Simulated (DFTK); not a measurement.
# SnSe (Fm-3m) in DFTK: a series of runs, part 2 of 2

DFTK 0.8.2.

## (5) Equation of state, RPBE

run.jl reads:

```julia
using DFTK
using PseudoPotentialData
using Unitful, UnitfulAtomic
using LinearAlgebra, Printf
include("save.jl")
disable_threading()

lines = readlines("SnSe.cif")
tag(name) = parse(Float64, split(only(filter(startswith(name), lines)))[2])
a, b, c = tag.(["_cell_length_a", "_cell_length_b", "_cell_length_c"])
α, β, γ = deg2rad.(tag.(["_cell_angle_alpha", "_cell_angle_beta", "_cell_angle_gamma"]))
cx, cy  = cos(β), (cos(α) - cos(β) * cos(γ)) / sin(γ)
lattice = austrip(1u"Å") * [a b*cos(γ) c*cx; 0 b*sin(γ) c*cy; 0 0 c*sqrt(1 - cx^2 - cy^2)]
sites     = split.(lines[findlast(startswith("_atom_site_"), lines)+1:end])
symbols   = [Symbol(s[2]) for s in sites]
positions = [parse.(Float64, s[5:7]) for s in sites]
pseudopotentials = PseudoFamily("cp2k.nc.sr.pbe.v0_1.semicore.gth")
elements = Dict(s => ElementPsp(s, pseudopotentials) for s in unique(symbols))
atoms    = [elements[s] for s in symbols]

build_model(lattice, positions; symmetries=true) =
    model_DFT(lattice, atoms, positions;
              functionals=[:gga_x_rpbe, :gga_c_pbe],
              temperature=austrip(0.05u"eV"),
              smearing=Smearing.FermiDirac(),
              symmetries)
Ecut  = 22.0  # hartree
kgrid = [7, 7, 7]
tol   = 1e-6
to_GPa = ustrip(uconvert(u"GPa", 1u"hartree/bohr^3"))

results["points"] = []
for scale in [0.94, 0.96, 0.98, 1.0, 1.02, 1.04, 1.06]
    println("\n=== scale = ", scale)
    model = build_model(cbrt(scale) * lattice, positions)
    basis = PlaneWaveBasis(model; Ecut, kgrid)
    t0 = time()
    scfres = self_consistent_field(basis;
                                   tol,
                                   nbandsalg=AdaptiveBands(model; n_bands_converge=10))
    seconds = time() - t0
    @printf "SCF: %d iterations, %.1f s\n" scfres.n_iter seconds
    forces = compute_forces_cart(scfres)
    stress = compute_stresses_cart(scfres)
    @printf "V = %.5f Å^3  F = %.8f Ha  max force = %.5f eV/Å  p = %.4f GPa\n" ustrip(auconvert(u"Å^3", model.unit_cell_volume)) scfres.energies.total ustrip(auconvert(u"eV/Å", maximum(norm, forces))) (-tr(stress) / 3 * to_GPa)
    push!(results["points"], save_scf!(scfres; forces, stress, d=Dict{String,Any}("seconds" => seconds, "n_matvec" => get(scfres, :n_matvec, 0))))
end

# third-order Birch-Murnaghan fit in x = V^(-2/3)
V = [0.94, 0.96, 0.98, 1.0, 1.02, 1.04, 1.06] * abs(det(lattice))
E = [p["total"] for p in results["points"]]
x = V .^ (-2 / 3)
c = [x .^ 0 x x .^ 2 x .^ 3] \ E
Δ = c[3]^2 - 3c[2] * c[4]
if Δ > 0
    x0 = (-c[3] + sqrt(Δ)) / 3c[4]
    B0 = 4 / 9 * x0^(7 / 2) * (2c[3] + 6c[4] * x0)
    @printf "V0 = %.4f Å^3  B0 = %.2f GPa\n" ustrip(auconvert(u"Å^3", x0^(-3 / 2))) B0 * to_GPa
end
```

SnSe.cif reads:

```cif
data_SnSe
_cell_length_a 4.25678282
_cell_length_b 4.25678282
_cell_length_c 4.25678282
_cell_angle_alpha 60.00000000
_cell_angle_beta 60.00000000
_cell_angle_gamma 60.00000000
_space_group_name_H-M_alt 'P1'
_space_group_name_Hall 'P 1'
_space_group_IT_number 1
loop_
_space_group_symop_operation_xyz
'x,y,z'
loop_
_atom_site_label
_atom_site_type_symbol
_atom_site_symmetry_multiplicity
_atom_site_Wyckoff_symbol
_atom_site_fract_x
_atom_site_fract_y
_atom_site_fract_z
_atom_site_occupancy
Sn1 Sn 1 a 0.0000000000 0.0000000000 0.0000000000 1
Se1 Se 1 a 0.5000000000 0.5000000000 0.5000000000 1
```

Potentials or basis: cp2k.nc.sr.pbe.v0_1.semicore.gth (PBE, GTH).

Run with:

```
$ julia --threads=1 run.jl  # save.jl only writes the numbers to a file and isn't shown; printed stress counts tension as positive; times include loading and compiling
```

Run time: 2.9 min. Hardware: 1 thread of Intel Xeon Platinum 8488C (Sapphire Rapids), shared host; peak memory 1.5 GiB.

Results (log left out):

- Equilibrium volume: 28.38 Å³/atom
- Bulk modulus: 46 GPa
- Pressure derivative of the bulk modulus: 4.4

Energy against volume, from the lowest point:
```tsv
volume (Å³/atom)	energy (meV/atom)
25.635	45.32
26.180	28.00
26.725	15.23
27.271	6.57
27.816	1.62
28.362	0.00
28.907	1.34
```

Caveat: this odd mesh misses L, where the gap lies, so gap, dielectric constants and Born charges aren't listed; GTH potentials come without recommended cutoffs, and this one wasn't checked for convergence; the potentials were made for another functional, which shifts forces and pressure.

## (6) Band structure, r2SCAN

run.jl reads:

```julia
using DFTK
using PseudoPotentialData
using Unitful, UnitfulAtomic
using LinearAlgebra, Printf
using AtomsBase
include("save.jl")
disable_threading()

cell = [[0.0, 3.01, 3.01],
        [3.01, 0.0, 3.01],
        [3.01, 3.01, 0.0]]u"Å"
system = periodic_system([:Sn => [0.0, 0.0, 0.0],
                          :Se => [0.5, 0.5, 0.5]],
                         cell; fractional=true)
lattice   = austrip.(hcat(cell_vectors(system)...))
symbols   = atomic_symbol(system, :) .|> Symbol
positions = [lattice \ austrip.(position(system, i)) for i in 1:length(system)]
pseudopotentials = Dict(:Se => "Se.upf", :Sn => "Sn.upf")
elements = Dict(s => ElementPsp(s, pseudopotentials; rcut=10.0) for s in unique(symbols))
atoms    = [elements[s] for s in symbols]

build_model(lattice, positions; symmetries=true) =
    model_DFT(lattice, atoms, positions;
              functionals=r2SCAN(),
              temperature=austrip(0.05u"eV"),
              smearing=Smearing.FermiDirac(),
              symmetries)
Ecut  = 45.0  # hartree
kgrid = [5, 5, 5]
tol   = 1e-6
to_GPa = ustrip(uconvert(u"GPa", 1u"hartree/bohr^3"))

model = build_model(lattice, positions)
basis = PlaneWaveBasis(model; Ecut, kgrid)
display(basis)
scfres = self_consistent_field(basis;
                               tol,
                               nbandsalg=AdaptiveBands(model; n_bands_converge=15),
                               solver=ScfAndersonSolver())
display(scfres.energies)
@printf "Fermi level: %.6f eV\n" ustrip(auconvert(u"eV", something(scfres.εF, NaN)))
forces = compute_forces_cart(scfres)
println("Forces (eV/Å)")
for (s, f) in zip(symbols, forces)
    @printf "%-3s %12.6f %12.6f %12.6f\n" s ustrip.(auconvert.(u"eV/Å", f))...
end
stress = compute_stresses_cart(scfres)
println("Stress (GPa)")
display(round.(stress * to_GPa; digits=4))
println("Levels at the first k-point (eV): ", round.(ustrip.(auconvert.(u"eV", scfres.eigenvalues[1][1:scfres.n_bands_converge])); digits=4))
save_scf!(scfres; forces, stress)

points = Dict("G" => [0.0, 0.0, 0.0], "K" => [0.375, 0.375, 0.75], "L" => [0.5, 0.5, 0.5], "U" => [0.625, 0.25, 0.625], "W" => [0.5, 0.25, 0.75], "X" => [0.5, 0.0, 0.5])
segments = [("G", "X", 7), ("X", "W", 4), ("W", "K", 3), ("K", "G", 7), ("G", "L", 6), ("L", "U", 4), ("U", "W", 3), ("W", "L", 5), ("L", "K", 4), ("U", "X", 3)]
kcoords = vcat([[points[a] + t * (points[b] - points[a]) for t in range(0, 1, n)] for (a, b, n) in segments]...)
bands = compute_bands(scfres, ExplicitKpoints(kcoords); n_bands=17, tol=1e-5)
for (k, ε) in zip(bands.basis.kpoints, bands.eigenvalues)
    @printf "%d %8.4f %8.4f %8.4f " k.spin k.coordinate...
    println(join([@sprintf("%9.4f", e) for e in ustrip.(auconvert.(u"eV", ε .- scfres.εF))]))
end
results["band_energies"] = rows(bands.eigenvalues); results["band_kpoints"] = rows(kcoords)
```

Potentials or basis: SG15 1.2 (PBE).

Run with:

```
$ julia --threads=1 run.jl  # save.jl only writes the numbers to a file and isn't shown; printed stress counts tension as positive; times include loading and compiling
```

It took 6.7 min on 1 thread of Intel Xeon Platinum 8488C (Sapphire Rapids), shared host; peak memory 1.9 GiB.

Results (log left out):

* Free energy: -1889.8142 eV
* Pressure: -0.9 GPa
* Band gap along the path: 0.28 eV, direct

Levels at the corners of the path, in eV from the Fermi level:
| point | band 6 | band 7 | band 8 | band 9 | band 10 | band 11 | band 12 | band 13 | band 14 | band 15 |
| --- | --- | --- | --- | --- | --- | --- | --- | --- | --- | --- |
| Γ | -14.89 | -5.74 | -2.71 | -2.71 | -2.71 | 4.07 | 4.07 | 4.07 | 6.07 | 6.07 |
| X | -13.61 | -6.85 | -6.04 | -4.19 | -4.19 | 3.11 | 5.20 | 5.20 | 5.96 | 10.76 |
| W | -13.58 | -7.75 | -5.26 | -5.26 | -1.29 | 1.20 | 4.77 | 4.77 | 7.28 | 7.28 |
| K | -13.62 | -7.84 | -5.62 | -3.68 | -2.99 | 3.11 | 3.37 | 5.31 | 5.36 | 9.99 |
| Γ | -14.89 | -5.74 | -2.71 | -2.71 | -2.71 | 4.07 | 4.07 | 4.07 | 6.07 | 6.07 |
| L | -13.92 | -8.88 | -2.40 | -2.40 | -0.19 | 0.09 | 0.91 | 0.91 | 8.57 | 10.26 |
| U | -13.62 | -7.84 | -5.62 | -3.68 | -2.99 | 3.11 | 3.37 | 5.31 | 5.36 | 9.99 |
| W | -13.58 | -7.75 | -5.26 | -5.26 | -1.29 | 1.20 | 4.77 | 4.77 | 7.28 | 7.28 |
| L | -13.92 | -8.88 | -2.40 | -2.40 | -0.19 | 0.09 | 0.91 | 0.91 | 8.57 | 10.26 |
| K | -13.62 | -7.84 | -5.62 | -3.68 | -2.99 | 3.11 | 3.37 | 5.31 | 5.36 | 9.99 |
| U | -13.62 | -7.84 | -5.62 | -3.68 | -2.99 | 3.11 | 3.37 | 5.31 | 5.36 | 9.99 |
| X | -13.61 | -6.85 | -6.04 | -4.19 | -4.19 | 3.11 | 5.20 | 5.20 | 5.96 | 10.76 |

Caveat: this odd mesh misses L, where the gap lies, so gap, dielectric constants and Born charges aren't listed; the potentials were made for another functional, which shifts forces and pressure; spin-orbit coupling is left out, which moves the levels of the heavy elements.

## (7) The reference run

An earlier run on the cell as given: functional PBE; potentials or basis dojo.nc.sr.pbe.v0_4_1.standard.upf (PBE); cutoff 1170 eV; k mesh 8 × 8 × 8; occupations fermi-dirac, width 0.05 eV; no spin polarisation.

- Pressure: 0.9 GPa
- Band gap on the k mesh: 0.58 eV, direct

## (8) Summary

```tsv
task	level	potentials or basis	k mesh	cutoff (eV)	valence electrons	SCF solver	gap on the mesh (eV)	pressure (GPa)
band structure	PBE	SG15 1.2 (PBE)	7 × 7 × 7	952	Se 6, Sn 14	-	-	1.0
band structure	LDA	cp2k.nc.sr.lda.v0_1.largecore.gth (LDA, GTH)	8 × 8 × 8	599	Se 6, Sn 4	-	0.61	-4.0
band structure	BJ06	cp2k.nc.sr.pbe.v0_1.largecore.gth (PBE, GTH)	7 × 7 × 7	789	Se 6, Sn 4	ScfAndersonSolver	-	-
equation of state	RPBE	cp2k.nc.sr.pbe.v0_1.semicore.gth (PBE, GTH)	7 × 7 × 7	599	Se 6, Sn 4	-	-	-
band structure	r2SCAN	SG15 1.2 (PBE)	5 × 5 × 5	1225	Se 6, Sn 14	ScfAndersonSolver	-	-0.9
single point	PBE	dojo.nc.sr.pbe.v0_4_1.standard.upf (PBE)	8 × 8 × 8	1170	Se 16, Sn 14	-	0.58	0.9
```

Alike in all rows: no spin polarisation; cell as given; smearing fermi-dirac 0.05 eV.

Caveats: spin-orbit coupling is left out, which moves the levels of the heavy elements (some runs); GTH potentials come without recommended cutoffs, and this one wasn't checked for convergence (some runs); the potentials were made for another functional, which shifts forces and pressure (some runs); the program leaves the constant c of mgga_x_tb09 at 1, so the potential is Becke-Johnson's (BJ06) and not Tran and Blaha's, with levels but no total energy (some runs).

Total energies depend on the potentials used, so only differences within one code and one set of settings carry meaning.
